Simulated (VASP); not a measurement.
A run of VASP 6.6.1 is set up as follows.

File INCAR:

```
  ALGO = Fast
  EDIFF = 1E-6
  ENCUT = 520
  GGA = CA
  ISIF = 2
  ISMEAR = 0
  LASPH = True
  LCHARG = True
  LELF = True
  LREAL = False
  LVHAR = True
  LWAVE = False
  NBANDS = 11
  NELM = 80
  PREC = Accurate
  SIGMA = 0.05
```

The input KPOINTS:

```
k-points
0
Gamma
  12 12 12
```

POSCAR

```
Si
1.0
    0.0000000000      2.7730895811      2.7009735863
    2.7730895811      0.0000000000      2.7009735863
    2.7730895811      2.7730895811      0.0000000000
Si
2
Direct
    0.5066642636      0.4933357364      0.4933357364
    0.7433357364      0.7566642636      0.7566642636
```

Potentials or basis: VASP PAW LDA potentials, release 64 (Si).

The run is started by

```console
$ cat potpaw_LDA.64/Si/POTCAR > POTCAR
$ mpirun -np 1 vasp_std > vasp.out
```

(1) What does it give for the pressure?

(2) Estimate the largest force.

## Answers

(1) -4.4 GPa.

(2) 0.895 eV/Å.
